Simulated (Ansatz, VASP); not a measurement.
# SbAs (honeycomb AsSb monolayer): VASP beside Ansatz, part 2 of 2

Wanted: the spread between two codes on one cell, functional and k mesh. Of the first pair: The structure shown is the start of the Ansatz relaxation below; VASP solves that cell, so the two are compared at the walk's first step.

VASP 6.6.1 and Ansatz 0.2.0.

So far. Step 4 (Differences): The forces differ by 45 meV/Å r.m.s., which is 164.1 % of the r.m.s. force of 0.028 eV/Å (both taken over all components). With vacuum in the cell, a pressure given here is an average over mostly empty space and none of the material.

## 6. Ansatz: relaxation, PBE with D3(BJ)

Level of this step: Ansatz beside VASP: Kohn-Sham DFT, plane waves, PBE with D3(BJ) (Ansatz).

This run makes the geometry at which the two programs are then compared.

The structure compared here is the end of the Ansatz relaxation.

Contents of input.yaml:

```yaml
crystal:
  lattice:
    - [3.86, 0.0, 0.0]
    - [-1.93, 3.3428580586, 0.0]
    - [0.0, 0.0, 34.0199999988]
  atoms:
    - { symbol: Sb, position: [0.6666666667, 0.3333333333, 0.4776601999] }
    - { symbol: As, position: [0.3333333333, 0.6666666667, 0.5223398001] }
  periodic: [true, true, false]
kpoints:
  mp_grid: { grid: [12, 12, 1] }
hamiltonian:
  xc: pbe
  dispersion: d3bj
scf:
  occupations: { method: fermi_dirac, width: 0.05 }
  convergence: { dr2_threshold: 1.0e-09 }
relax:
  f_tol: 0.004
  max_steps: 90
  cell: {}
output:
  write_potential: true
  write_density: true
  volumetric_format: npy
```

Launch:

```bash
$ ansatz run input.yaml --threads 2 --pin off --max-ram 3072MiB --backend cpu --events-out ev --progress --plain --runs-dir out
```

Numbers of over 12 decimals in the logs are rounded to 6 here.

Output:

```text
[...]
Crystal: 2 atoms, lattice volume = 438.975 Å³
Basis set: ecut = 420 eV, 8645 PW (Γ), exchange–correlation on 54×54×480 points (8 copies of the dense FFT grid, shifted against one another)
Bands: 19, of which v1, the nominal top of the filled ones, is band 15 counted from 1 (14 counted from 0)
Symmetry: 6 space group operations
[...]
the weakly bound empty levels are not read free of the cell's end (no_gap_told)
--- Relaxed structure (5 steps of the walk, 4 accepted, 1 SCFs on fresh bases) ---
[...]
cell:  # Å, volume = 430.4972 Å³
    - [3.822546, -1.3860832914579185e-18, 0]
    - [-1.911273, 3.310422, 0]
    - [0, 0, 34.0199999988]
  atoms:
    - { symbol: Sb, position: [0.666667, 0.333333, 0.477662] }
    - { symbol: As, position: [0.333333, 0.666667, 0.522338] }
[key lines of the parts left out:]
SCF converged after 5 iterations
Free energy (F): -11340.982512 eV
Fermi energy:    -4.364135 eV
P = ½ c Tr σ = 0.0024 N/m
```

## 7. VASP: single point, PBE with D3(BJ), relaxed cell, pair 2

The same cell, functional, mesh and smearing now go to VASP, with its own data sets.

Contents of INCAR:

```
SYSTEM = SbAs
PREC = Accurate
ENCUT = 400
EDIFF = 1E-06
NELM = 120
ISMEAR = -1
SIGMA = 0.05
LREAL = .FALSE.
ALGO = Normal
GGA = PE
IVDW = 12
NBANDS = 11
LORBIT = 11
LWAVE = .FALSE.
LCHARG = .FALSE.
ISIF = 2
LDIPOL = .TRUE.
IDIPOL = 3
DIPOL = 0.5 0.5 0.5
LVHAR = .TRUE.
LASPH = .TRUE.
GGA_COMPAT = .FALSE.
EFERMI = MIDGAP
NELMDL = -8
```

Contents of POSCAR:

```
SbAs
1.0
    3.8225458148      0.0000000000      0.0000000000
   -1.9112729074      3.3104217828      0.0000000000
    0.0000000000      0.0000000000     34.0199999988
Sb As
1 1
Direct
    0.6666666667      0.3333333333      0.4776624028
    0.3333333334      0.6666666666      0.5223375972
```

Contents of KPOINTS:

```
Automatic mesh
0
Gamma
12 12 1
0 0 0
```

PAW data sets: Sb and As (PBE family, release 64).

Launch:

```bash
$ mpirun -np 1 vasp_std
```

Output:

```text
[... set-up lines as in an earlier step ...]
 entering main loop
       N       E                     dE             d eps       ncg     rms          rms(c)
DAV:   1     0.585931410872E+02    0.58593E+02   -0.22412E+03   418   0.445E+02
DAV:   2    -0.296133590163E+01   -0.61554E+02   -0.54149E+02   668   0.794E+01
DAV:   3    -0.874470485928E+01   -0.57834E+01   -0.57698E+01   645   0.355E+01
DAV:   4    -0.882848765596E+01   -0.83783E-01   -0.83745E-01   575   0.492E+00
[...]
DAV:  22    -0.871092502731E+01   -0.66245E-05   -0.17600E-07   565   0.112E-03    0.379E-04
DAV:  23    -0.871092728565E+01   -0.22583E-05   -0.36496E-08   440   0.496E-04    0.212E-04
DAV:  24    -0.871092802476E+01   -0.73911E-06   -0.64860E-09   416   0.235E-04
   1 F= -.91603385E+01 E0= -.91603384E+01  d E =-.609170E-07
```

From OUTCAR (step 7):

```text
 Edisp (eV)   -0.44941

  Total       0.04051     0.04051     0.12691     0.00000     0.00000     0.00000
  in kB       0.15078     0.15078     0.47231     0.00000     0.00000     0.00000
  external pressure =        0.26 kB  Pullay stress =        0.00 kB

 POSITION                                       TOTAL-FORCE (eV/Angst)
 -----------------------------------------------------------------------------------
      1.91127      1.10347     16.25007         0.000000      0.000000     -0.087330
      0.00000      2.20695     17.76993        -0.000000      0.000000      0.087330
 -----------------------------------------------------------------------------------
    total drift:                               -0.000000      0.000000     -0.000060

  FREE ENERGIE OF THE ION-ELECTRON SYSTEM (eV)
  ---------------------------------------------------
  free  energy   TOTEN  =        -9.1603384714 eV

  energy  without entropy=       -9.1603384105  energy(sigma->0) =       -9.16033844

[... 1 part as in an earlier step ...]

[... 2 further parts left out ...]
[key lines of the parts left out:]
E-fermi :  -3.1016
```

## 8. Differences

What differs besides the data sets and the points named for the pairs above, as far as they apply: the data sets hold 30 valence electrons in Ansatz (on its default PAW (the set named soft_2) files) and 10 in VASP. Total energies have different zeros and are not compared.

The two programs side by side:

```csv
quantity,Ansatz,VASP,difference
gap on the k mesh (eV),1.402,1.409,-0.006
```

Forces (eV/Å; atoms numbered as in POSCAR):

```csv
atom,"Ansatz x, y, z","VASP x, y, z"
Sb1,"0.000, 0.000, -0.002","0.000, 0.000, -0.087"
As2,"0.000, 0.000, 0.002","0.000, 0.000, 0.087"
```

The forces differ by 49 meV/Å r.m.s., where the r.m.s. force is 0.001 eV/Å in Ansatz and 0.050 eV/Å in VASP: the atoms lie near their places of rest in Ansatz, so a percentage would say little (all taken over all components). A gap on the mesh is an upper bound, since the band edges may lie between its points. With vacuum in the cell, a pressure given here is an average over mostly empty space and none of the material.

## 9. Results

| Quantity | Value |
| --- | --- |
| r.m.s. force difference (single point, PBE with D3(BJ), start cell, pair 1) | 45 meV/Å |
| r.m.s. force difference (single point, PBE with D3(BJ), relaxed cell, pair 2) | 49 meV/Å |

What this shows: The r.m.s. force difference is 49 meV/Å (single point, PBE with D3(BJ), relaxed cell, pair 2), beyond the 12 meV/Å picked in this series as the mark of a large difference. The data sets hold unlike numbers of valence electrons (30 in Ansatz and 10 in VASP), so part of the differences comes from the potentials. Single point, PBE with D3(BJ), start cell, pair 1, VASP with the data sets Sb_d_GW and As_d and a cutoff of 520 eV: r.m.s. force difference goes from 45 to 5.9 meV/Å. What causes the difference of the single point, PBE with D3(BJ), relaxed cell, pair 2 pair stays open here. How closely two codes agree says nothing of how well the functional describes the real material.

[Lines on the potential files, build, host, timing and source positions are cut from VASP's logs without a mark.]

[Logs are printed without paths, hosts, clocks, repeated set-up lines and the standing remarks that a program may print on its own settings, such as how far it seeks lower states.]

[Hosts, paths, dates, database ids (printed as entryN), source tags and the programs' standing remarks are cut or masked in the printed files.]
